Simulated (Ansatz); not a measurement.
AlPt under changes of volume

One of the cells (14.774 Å³/atom); the others are scaled copies at fixed shape and fractional positions:

```
CELL_PARAMETERS angstrom
3.09155 0.00000 0.00000
0.00000 3.09155 0.00000
0.00000 0.00000 3.09155
ATOMIC_POSITIONS crystal
Pt 0.50000 0.50000 0.50000
Al 0.00000 0.00000 0.00000
```

Measurements of this composition are mostly on another form, of space group No. 198.

| Item | Value |
| --- | --- |
| Program | Ansatz 0.2.0 |
| Functional | LDA |
| Potentials or basis | all-electron LAPW, scalar-relativistic |
| Cutoff | 230 eV (chosen from the basis error) |
| Basis error allowed | 0.001 eV/atom |
| k mesh | 9 × 9 × 9 |
| Occupations | fermi-dirac, width 0.05 eV |
| Spin | no spin polarisation |

```tsv
volume (Å³/atom)	energy over the lowest point (meV/atom)	pressure (GPa)
13.888	0.00	2.2
14.183	0.16	-2.3
14.478	8.11	-6.2
14.774	22.95	-9.8
15.069	?	?
15.365	70.24	-15.6
15.660	101.35	-18.0
```

Problem. What does the run at 15.069 Å³/atom give?

Solution. Energy over the lowest point 43.90 meV/atom; pressure -12.9 GPa.

Worked out: A Birch-Murnaghan fit of order 3 (a polynomial in V^(-2/3)) to the other rows has its minimum at 14.03 Å³/atom with B0 = V·E''(V) = 213 GPa and B' = 4.7. It gives 43.85 meV/atom at 15.069 Å³/atom, against the run's 43.90, and -dE/dV = -12.9 GPa, against -12.9.

Energies are extrapolated to zero smearing.
